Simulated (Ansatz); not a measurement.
CuI under changes of volume

One of the cells (29.835 Å³/atom); the others are scaled copies at fixed shape and fractional positions:

```
I Cu
1.0
     3.73317   -3.71109    0.00000
     3.73317    3.71109    0.00000
     0.00000    0.00000    4.30700
I Cu
2 2
Direct
  0.22996 0.77004 0.25000
  0.77004 0.22996 0.75000
  0.57956 0.42044 0.25000
  0.42044 0.57956 0.75000
```

Measurements of this composition are mostly on another form, of space group No. 216.

```yaml
Program: Ansatz 0.2.0
Functional: PBE
Potentials_or_basis: Ansatz PAW
Cutoff: "420 eV (not typed: the program's choice for these potentials)"
k_mesh: 5 × 5 × 6
Occupations: fermi-dirac, width 0.05 eV
Spin: no spin polarisation
```

| volume (Å³/atom) | energy over the lowest point (meV/atom) | pressure (GPa) | gap on the mesh (eV) | largest force (eV/Å) |
| --- | --- | --- | --- | --- |
| 28.045 | 35.04 | 4.4 | 1.09 | 0.711 |
| 28.641 | 20.96 | 3.2 | 1.07 | 0.503 |
| 29.238 | 10.84 | 2.2 | 1.04 | 0.312 |
| 29.835 | 4.22 | 1.3 | 1.02 | 0.138 |
| 30.432 | ? | ? | ? | ? |
| 31.028 | 0.00 | -0.2 | 0.98 | 0.169 |
| 31.625 | 1.75 | -0.8 | 0.97 | 0.303 |

Q: What does the run at 30.432 Å³/atom give?

A: Energy over the lowest point 0.72 meV/atom; pressure 0.6 GPa; gap on the mesh 1.00 eV; largest force 0.070 eV/Å.

Worked out: A Birch-Murnaghan fit of order 3 (a polynomial in V^(-2/3)) to the other rows has its minimum at 30.89 Å³/atom with B0 = V·E''(V) = 35 GPa and B' = 5.1 at fixed shape and positions, which overstates the stiffness. It gives 0.72 meV/atom at 30.432 Å³/atom, against the run's 0.72, and -dE/dV = 0.6 GPa, against 0.6. A straight line through the other rows of the gap, of slope -1.03 eV per unit of ln V (its deformation potential), gives 1.00 eV, against the run's 1.00.

Energies are extrapolated to zero smearing.

Caveats: odd divisions of the mesh miss points on the zone boundary, where band edges often lie, so the gap on the mesh can be too wide; spin-orbit coupling is left out, which moves the levels of the heavy elements.

A mesh can miss the band edges.
